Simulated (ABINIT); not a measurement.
Runs of ABINIT 10.8.3 (patched build) on Fe. The structure is orthorhombic, space group Fmmm (No. 69). Conventional cell: a = 2.997 Å, b = 3.883 Å, c = 3.930 Å, α = 90.00°, β = 90.00°, γ = 90.00°. Fe (site symmetry mmm) is surrounded by 12 Fe at 2.45 to 2.76 Å. 

```csv
level,potentials or basis,cutoff (eV),fine-grid cutoff,gap on the mesh (eV),pressure (GPa),moment (μB)
PBEsol,JTH PAW PBE v2.0,707,1306.15 eV,none,-10.9,2.17
PW91,JTH PAW PBE v2.0,844,1442.2 eV,none,(c),2.16
LDA,JTH PAW PBE v2.0,844,1442.2 eV,none,-18.6,2.16
PBEsol,PseudoDojo NC SR PBEsol v0.4 stringent,1605,-,none,(a),2.20
revPBE,JTH PAW PBE v2.0,844,1442.2 eV,none,(b),2.19
```

Alike in all rows: task single point; spin collinear, ferromagnetic start; cell as given; k mesh 10 × 10 × 10; smearing fermi-dirac 0.05 eV.

Fill in the values left out.

(a) -10.6; (b) 1.5; (c) -2.7.

Caveats: the PAW data sets were made with another functional, which shifts forces and pressure a little (some runs).

A gap of «none» marks a metal or a gap under the smearing width.

Runs at the PBE level aren't shown here.
